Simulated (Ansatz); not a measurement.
# Zn35O36: the cost of one run

Computed with Ansatz 0.2.0 (DFT PBE, scalar-relativistic, plane waves, PAW, unless a step's input says otherwise).

### Step 1. The starting structure

The structure is trigonal, space group P3m1 (No. 156). The conventional cell has a = 9.838 Å, b = 9.838 Å, c = 10.588 Å, α = 90.00°, β = 90.00°, γ = 120.00°. Zn (site symmetry 3m) has 4 O at 2.01 to 2.04 Å as nearest neighbours. Zn (site symmetry 1) has 4 O at 1.91 to 2.02 Å as nearest neighbours. Zn (site symmetry 1) has 4 O at 1.97 to 2.01 Å as nearest neighbours. Zn (site symmetry 3m) is surrounded by 4 O at 1.99 to 2.03 Å. Around Zn (site symmetry 3m) lie 4 O at 2.00 Å. Zn (site symmetry 3m) is surrounded by 4 O at 1.99 to 2.01 Å. Around Zn (site symmetry m) lie 4 O at 1.90 to 2.05 Å. Only part of the 27 independent sites is listed.

The input asks for a charge of -2 e on the cell.

Structure file:

```cif
data_structure
_symmetry_space_group_name_H-M 'P 1'
_symmetry_Int_Tables_number 1
_cell_length_a 9.8384
_cell_length_b 9.8384
_cell_length_c 10.5875
_cell_angle_alpha 90.000
_cell_angle_beta 90.000
_cell_angle_gamma 120.000
_cell_volume 887.52
loop_
_atom_site_label
_atom_site_type_symbol
_atom_site_fract_x
_atom_site_fract_y
_atom_site_fract_z
_atom_site_occupancy
Zn1 Zn 0.11111 0.22222 0.73624 1
Zn2 Zn 0.11266 0.55105 0.24804 1
Zn3 Zn 0.11145 0.55616 0.75127 1
Zn4 Zn 0.11266 0.89494 0.24804 1
Zn5 Zn 0.11145 0.88862 0.75127 1
Zn6 Zn 0.43839 0.22067 0.24804 1
Zn7 Zn 0.44471 0.22188 0.75127 1
Zn8 Zn 0.43839 0.55105 0.24804 1
Zn9 Zn 0.44471 0.55616 0.75127 1
Zn10 Zn 0.44444 0.88889 0.24716 1
Zn11 Zn 0.44444 0.88889 0.75104 1
Zn12 Zn 0.78228 0.22067 0.24804 1
Zn13 Zn 0.77717 0.22188 0.75127 1
Zn14 Zn 0.77778 0.55556 0.25099 1
Zn15 Zn 0.77778 0.55556 0.75092 1
Zn16 Zn 0.78228 0.89494 0.24804 1
Zn17 Zn 0.77717 0.88862 0.75127 1
Zn18 Zn 0.22227 0.11107 0.49714 1
Zn19 Zn 0.21937 0.11396 0.00250 1
Zn20 Zn 0.22227 0.44453 0.49714 1
Zn21 Zn 0.21937 0.43875 0.00250 1
Zn22 Zn 0.22221 0.77777 0.49866 1
Zn23 Zn 0.22142 0.77738 0.00385 1
Zn24 Zn 0.55556 0.11113 0.49866 1
Zn25 Zn 0.55596 0.11191 0.00385 1
Zn26 Zn 0.55431 0.44382 0.49941 1
Zn27 Zn 0.55483 0.44408 0.00156 1
Zn28 Zn 0.55556 0.77777 0.49866 1
Zn29 Zn 0.55596 0.77738 0.00385 1
Zn30 Zn 0.88880 0.11107 0.49714 1
Zn31 Zn 0.89459 0.11396 0.00250 1
Zn32 Zn 0.88951 0.44382 0.49941 1
Zn33 Zn 0.88925 0.44408 0.00156 1
Zn34 Zn 0.88951 0.77902 0.49941 1
Zn35 Zn 0.88925 0.77850 0.00156 1
O1 O 0.23107 0.10226 0.18200 1
O2 O 0.22553 0.10781 0.69102 1
O3 O 0.23107 0.46215 0.18200 1
O4 O 0.22553 0.45106 0.69102 1
O5 O 0.22091 0.77712 0.19130 1
O6 O 0.22282 0.77808 0.68836 1
O7 O 0.55621 0.11243 0.19130 1
O8 O 0.55526 0.11052 0.68836 1
O9 O 0.55727 0.44530 0.19037 1
O10 O 0.55616 0.44475 0.68897 1
O11 O 0.55621 0.77712 0.19130 1
O12 O 0.55526 0.77808 0.68836 1
O13 O 0.87119 0.10226 0.18200 1
O14 O 0.88228 0.10781 0.69102 1
O15 O 0.88803 0.44530 0.19037 1
O16 O 0.88859 0.44475 0.68897 1
O17 O 0.88803 0.77606 0.19037 1
O18 O 0.88859 0.77717 0.68897 1
O19 O 0.11111 0.22222 0.47915 1
O20 O 0.11111 0.22222 0.92911 1
O21 O 0.11065 0.55637 0.43918 1
O22 O 0.10973 0.55628 0.93868 1
O23 O 0.11065 0.88761 0.43918 1
O24 O 0.10973 0.88678 0.93868 1
O25 O 0.44572 0.22268 0.43918 1
O26 O 0.44655 0.22360 0.93868 1
O27 O 0.44572 0.55637 0.43918 1
O28 O 0.44655 0.55628 0.93868 1
O29 O 0.44444 0.88889 0.43873 1
O30 O 0.44444 0.88889 0.93991 1
O31 O 0.77696 0.22268 0.43918 1
O32 O 0.77705 0.22360 0.93868 1
O33 O 0.77778 0.55556 0.44080 1
O34 O 0.77778 0.55556 0.93963 1
O35 O 0.77696 0.88761 0.43918 1
O36 O 0.77705 0.88678 0.93868 1
```

It is the end of an earlier run, which began from a cell of the Crystallography Open Database.

### Step 2. Nudged elastic band: Zn35O36 defect cell, no spin, charge -2

It takes the final geometry of an earlier run.

input.yaml

```yaml
crystal:
  lattice:
    - [9.8384282164, 0.0, 0.0]
    - [-4.9192141082, 8.5203287687, 0.0]
    - [0.0, 0.0, 10.5875275224]
  atoms:
    - { symbol: Zn, position: [0.1111111111, 0.2222222222, 0.7362434196] }
    - { symbol: Zn, position: [0.1126625295, 0.5510521679, 0.2480427945] }
    - { symbol: Zn, position: [0.1114494581, 0.5561598543, 0.7512745423] }
    - { symbol: Zn, position: [0.1126625295, 0.8949436949, 0.2480427945] }
    - { symbol: Zn, position: [0.1114494581, 0.8886229371, 0.7512745423] }
    - { symbol: Zn, position: [0.4383896384, 0.2206708038, 0.2480427945] }
    - { symbol: Zn, position: [0.4447103962, 0.2218838752, 0.7512745423] }
    - { symbol: Zn, position: [0.4383896384, 0.5510521679, 0.2480427945] }
    - { symbol: Zn, position: [0.4447103962, 0.5561598543, 0.7512745423] }
    - { symbol: Zn, position: [0.4444444444, 0.8888888889, 0.2471615492] }
    - { symbol: Zn, position: [0.4444444444, 0.8888888889, 0.7510378466] }
    - { symbol: Zn, position: [0.7822811654, 0.2206708038, 0.2480427945] }
    - { symbol: Zn, position: [0.777173479, 0.2218838752, 0.7512745423] }
    - { symbol: Zn, position: [0.7777777778, 0.5555555556, 0.2509864265] }
    - { symbol: Zn, position: [0.7777777778, 0.5555555556, 0.7509187413] }
    - { symbol: Zn, position: [0.7822811654, 0.8949436949, 0.2480427945] }
    - { symbol: Zn, position: [0.777173479, 0.8886229371, 0.7512745423] }
    - { symbol: Zn, position: [0.222265577, 0.1110677563, 0.497137713] }
    - { symbol: Zn, position: [0.2193725691, 0.1139607642, 1.0025021192] }
    - { symbol: Zn, position: [0.222265577, 0.4445311541, 0.497137713] }
    - { symbol: Zn, position: [0.2193725691, 0.4387451383, 1.0025021192] }
    - { symbol: Zn, position: [0.2222076175, 0.7777704754, 0.4986567256] }
    - { symbol: Zn, position: [0.2214224747, 0.777377904, 1.003853332] }
    - { symbol: Zn, position: [0.5555628579, 0.1111257158, 0.4986567256] }
    - { symbol: Zn, position: [0.5559554293, 0.1119108587, 1.003853332] }
    - { symbol: Zn, position: [0.5543113904, 0.4438223618, 0.4994125676] }
    - { symbol: Zn, position: [0.5548345079, 0.4440839206, 1.0015564482] }
    - { symbol: Zn, position: [0.5555628579, 0.7777704754, 0.4986567256] }
    - { symbol: Zn, position: [0.5559554293, 0.777377904, 1.003853332] }
    - { symbol: Zn, position: [0.8888021793, 0.1110677563, 0.497137713] }
    - { symbol: Zn, position: [0.894588195, 0.1139607642, 1.0025021192] }
    - { symbol: Zn, position: [0.8895109715, 0.4438223618, 0.4994125676] }
    - { symbol: Zn, position: [0.8892494127, 0.4440839206, 1.0015564482] }
    - { symbol: Zn, position: [0.8895109715, 0.779021943, 0.4994125676] }
    - { symbol: Zn, position: [0.8892494127, 0.7784988255, 1.0015564482] }
    - { symbol: O, position: [0.2310740744, 0.102259259, 0.18200364] }
    - { symbol: O, position: [0.2255283259, 0.1078050074, 0.6910186731] }
    - { symbol: O, position: [0.2310740744, 0.4621481487, 0.18200364] }
    - { symbol: O, position: [0.2255283259, 0.4510566519, 0.6910186731] }
    - { symbol: O, position: [0.2209061972, 0.7771197652, 0.1913046996] }
    - { symbol: O, position: [0.2228175958, 0.7780754646, 0.6883562029] }
    - { symbol: O, position: [0.5562135681, 0.1124271362, 0.1913046996] }
    - { symbol: O, position: [0.5552578687, 0.1105157375, 0.6883562029] }
    - { symbol: O, position: [0.5572745757, 0.4453039545, 0.1903686727] }
    - { symbol: O, position: [0.5561618808, 0.4447476071, 0.6889668767] }
    - { symbol: O, position: [0.5562135681, 0.7771197652, 0.1913046996] }
    - { symbol: O, position: [0.5552578687, 0.7780754646, 0.6883562029] }
    - { symbol: O, position: [0.8711851846, 0.102259259, 0.18200364] }
    - { symbol: O, position: [0.8822766815, 0.1078050074, 0.6910186731] }
    - { symbol: O, position: [0.8880293788, 0.4453039545, 0.1903686727] }
    - { symbol: O, position: [0.8885857263, 0.4447476071, 0.6889668767] }
    - { symbol: O, position: [0.8880293788, 0.7760587576, 0.1903686727] }
    - { symbol: O, position: [0.8885857263, 0.7771714525, 0.6889668767] }
    - { symbol: O, position: [0.1111111111, 0.2222222222, 0.4791512774] }
    - { symbol: O, position: [0.1111111111, 0.2222222222, 0.9291051131] }
    - { symbol: O, position: [0.1106518106, 0.5563747888, 0.439182297] }
    - { symbol: O, position: [0.1097309773, 0.5562810976, 0.9386843664] }
    - { symbol: O, position: [0.1106518106, 0.8876103551, 0.439182297] }
    - { symbol: O, position: [0.1097309773, 0.886783213, 0.9386843664] }
    - { symbol: O, position: [0.4457229782, 0.2226815227, 0.439182297] }
    - { symbol: O, position: [0.4465501203, 0.223602356, 0.9386843664] }
    - { symbol: O, position: [0.4457229782, 0.5563747888, 0.439182297] }
    - { symbol: O, position: [0.4465501203, 0.5562810976, 0.9386843664] }
    - { symbol: O, position: [0.4444444444, 0.8888888889, 0.4387332728] }
    - { symbol: O, position: [0.4444444444, 0.8888888889, 0.9399128774] }
    - { symbol: O, position: [0.7769585445, 0.2226815227, 0.439182297] }
    - { symbol: O, position: [0.7770522357, 0.223602356, 0.9386843664] }
    - { symbol: O, position: [0.7777777778, 0.5555555556, 0.4408021005] }
    - { symbol: O, position: [0.7777777778, 0.5555555556, 0.9396257232] }
    - { symbol: O, position: [0.7769585445, 0.8876103551, 0.439182297] }
    - { symbol: O, position: [0.7770522357, 0.886783213, 0.9386843664] }
total_charge: -2
scf:
  occupations: { method: gaussian, width: 0.02 }
output:
  forces: true
  stress: false
  eigenvalues: true
hamiltonian:
  xc: pbe
kpoints:
  mp_grid: { grid: [1, 1, 1] }
neb:
  images: 3
  f_tol: 0.04
  final_atoms:
    - { symbol: Zn, position: [0.1110675685, 0.2222657649, 0.7471381358] }
    - { symbol: Zn, position: [0.1119108063, 0.5559553784, 0.2538535227] }
    - { symbol: Zn, position: [0.1111257434, 0.5555628866, 0.7486569476] }
    - { symbol: Zn, position: [0.1139608395, 0.8945883382, 0.252502121] }
    - { symbol: Zn, position: [0.1110675664, 0.8888018641, 0.747138117] }
    - { symbol: Zn, position: [0.4387449952, 0.2193724938, 0.252502121] }
    - { symbol: Zn, position: [0.4445314693, 0.222265767, 0.747138117] }
    - { symbol: Zn, position: [0.444083983, 0.5548345723, 0.251556677] }
    - { symbol: Zn, position: [0.4438223223, 0.5543113783, 0.7494127248] }
    - { symbol: Zn, position: [0.4440839457, 0.8892493876, 0.2515566993] }
    - { symbol: Zn, position: [0.4438223068, 0.8895110266, 0.749412705] }
    - { symbol: Zn, position: [0.777377955, 0.221422527, 0.2538535227] }
    - { symbol: Zn, position: [0.7777704467, 0.2222075899, 0.7486569476] }
    - { symbol: Zn, position: [0.7773779644, 0.5559553689, 0.2538535499] }
    - { symbol: Zn, position: [0.7777704462, 0.5555628872, 0.7486569244] }
    - { symbol: Zn, position: [0.7784987611, 0.8892493503, 0.251556677] }
    - { symbol: Zn, position: [0.7790219551, 0.889511011, 0.7494127248] }
    - { symbol: Zn, position: [0.1139608933, 0.21937244, 0.2525023169] }
    - { symbol: Zn, position: [0.2222222377, 0.1111110956, 0.9862427033] }
    - { symbol: Zn, position: [0.2206707717, 0.4383895839, 0.4980428261] }
    - { symbol: Zn, position: [0.221883918, 0.4447104394, 1.0012748964] }
    - { symbol: Zn, position: [0.2206707421, 0.7822811391, 0.4980428124] }
    - { symbol: Zn, position: [0.2218839039, 0.7771734237, 1.0012748306] }
    - { symbol: Zn, position: [0.5510521942, 0.1126625913, 0.4980428124] }
    - { symbol: Zn, position: [0.5561599096, 0.1114494295, 1.0012748306] }
    - { symbol: Zn, position: [0.551052107, 0.4383895661, 0.4980428549] }
    - { symbol: Zn, position: [0.556159902, 0.444710491, 1.0012748313] }
    - { symbol: Zn, position: [0.5555555574, 0.777777776, 0.50098663] }
    - { symbol: Zn, position: [0.5555555404, 0.777777793, 1.0009188635] }
    - { symbol: Zn, position: [0.8949437494, 0.1126625617, 0.4980428261] }
    - { symbol: Zn, position: [0.8886228939, 0.1114494154, 1.0012748964] }
    - { symbol: Zn, position: [0.8888888716, 0.4444444618, 0.4971618677] }
    - { symbol: Zn, position: [0.8888888973, 0.4444444361, 1.0010379168] }
    - { symbol: Zn, position: [0.8949437673, 0.7822812264, 0.4980428549] }
    - { symbol: Zn, position: [0.8886228423, 0.7771734313, 1.0012748313] }
    - { symbol: O, position: [0.2222222249, 0.1111111084, 0.1791049102] }
    - { symbol: O, position: [0.222222204, 0.1111111294, 0.7291540593] }
    - { symbol: O, position: [0.2236023834, 0.4465501076, 0.1886847169] }
    - { symbol: O, position: [0.2226814675, 0.4457229618, 0.6891823862] }
    - { symbol: O, position: [0.2236023872, 0.7770521948, 0.1886846453] }
    - { symbol: O, position: [0.22268144, 0.7769585544, 0.6891823755] }
    - { symbol: O, position: [0.5562811386, 0.1097309461, 0.1886846453] }
    - { symbol: O, position: [0.5563747789, 0.1106518933, 0.6891823755] }
    - { symbol: O, position: [0.5562811389, 0.4465501745, 0.1886846531] }
    - { symbol: O, position: [0.5563747679, 0.4457229567, 0.6891823987] }
    - { symbol: O, position: [0.5555555484, 0.7777777849, 0.1896258648] }
    - { symbol: O, position: [0.5555555293, 0.777777804, 0.6908022976] }
    - { symbol: O, position: [0.8867832257, 0.1097309499, 0.1886847169] }
    - { symbol: O, position: [0.8876103715, 0.1106518658, 0.6891823862] }
    - { symbol: O, position: [0.8888889026, 0.4444444307, 0.1899129613] }
    - { symbol: O, position: [0.8888888713, 0.444444462, 0.6887335459] }
    - { symbol: O, position: [0.8867831588, 0.7770521944, 0.1886846531] }
    - { symbol: O, position: [0.8876103766, 0.7769585654, 0.6891823987] }
    - { symbol: O, position: [0.1022594932, 0.2310738401, 0.4320040118] }
    - { symbol: O, position: [0.1078048201, 0.2255285133, 0.941019012] }
    - { symbol: O, position: [0.1124270712, 0.5562135025, 0.4413048789] }
    - { symbol: O, position: [0.1105157792, 0.55525787, 0.9383564087] }
    - { symbol: O, position: [0.1022594052, 0.871185442, 0.432003738] }
    - { symbol: O, position: [0.1078048069, 0.882276289, 0.9410190075] }
    - { symbol: O, position: [0.4621478914, 0.2310739282, 0.432003738] }
    - { symbol: O, position: [0.4510570443, 0.2255285265, 0.9410190075] }
    - { symbol: O, position: [0.4453039383, 0.5572746186, 0.440368859] }
    - { symbol: O, position: [0.4447476032, 0.5561618832, 0.9389670475] }
    - { symbol: O, position: [0.4453039668, 0.8880293665, 0.4403688721] }
    - { symbol: O, position: [0.4447475904, 0.8885857429, 0.9389670288] }
    - { symbol: O, position: [0.7771198308, 0.2209062622, 0.4413048789] }
    - { symbol: O, position: [0.7780754634, 0.2228175541, 0.9383564087] }
    - { symbol: O, position: [0.7771197618, 0.5562135715, 0.4413049101] }
    - { symbol: O, position: [0.7780754578, 0.5552578755, 0.93835638] }
    - { symbol: O, position: [0.7760587147, 0.888029395, 0.440368859] }
    - { symbol: O, position: [0.7771714502, 0.8885857302, 0.9389670475] }
```

The run is started by

```console
ansatz run input.yaml --threads 8 --pin off --max-ram 16384MiB --backend cpu --events-out ev --progress --plain --runs-dir out
```

Q: Estimate wall time and peak memory on 8 threads of Intel Xeon 6975P-C (Granite Rapids), shared host.

About 3.1 min, with a peak of 3.6 GiB.
